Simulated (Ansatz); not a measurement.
# Ag: strain energy, fitted

Ag, Im-3m, a = 3.225 Å. This isn't the element's structure at ambient conditions. Ansatz: PBEsol, PAW, 420 eV, Γ-centred 16×16×16 mesh on 2 atoms, Gaussian smearing 0.10 eV; no spin polarisation. Series: shear of c along a, cell held, atoms fixed by symmetry; x is the strain in per cent (engineering shear). y is the free energy over the unstrained cell, V0 = 16.773 Å³/atom. Symmetry makes y even in x.

```
x (%) y (meV/atom)
  0.0          0.00
  1.5          0.70
  3.0          2.88
  4.5          6.69
  6.0         12.19
  9.0             ?
```

Problem. Fit y = c2 x² + c4 x⁴ to the other rows, turn c2 into a modulus, and predict the missing energy.

Solution. Least squares on the rows shown. y = 0.31716 x² + 0.00060000 x⁴. In eV per unit strain² c2 is 3.172; this is the shear stiffness (E = ½ C V0 γ²): 2 × 3.172 × 160.2 / (16.773) = 61 GPa. At x = 9.0 the fit asked for gives 29.63 meV/atom. The run gave 28.08 meV/atom, so the fit is 1.55 meV/atom too high, 5.5 % of the span of the series, against an rms of 0.02 meV/atom on the fitted rows. The row lies outside the fitted range. With a term in x⁶ added, a fit to the same known rows predicts 25.99 meV/atom, which misses by about as much or more on the other side: the known rows don't fix the higher terms.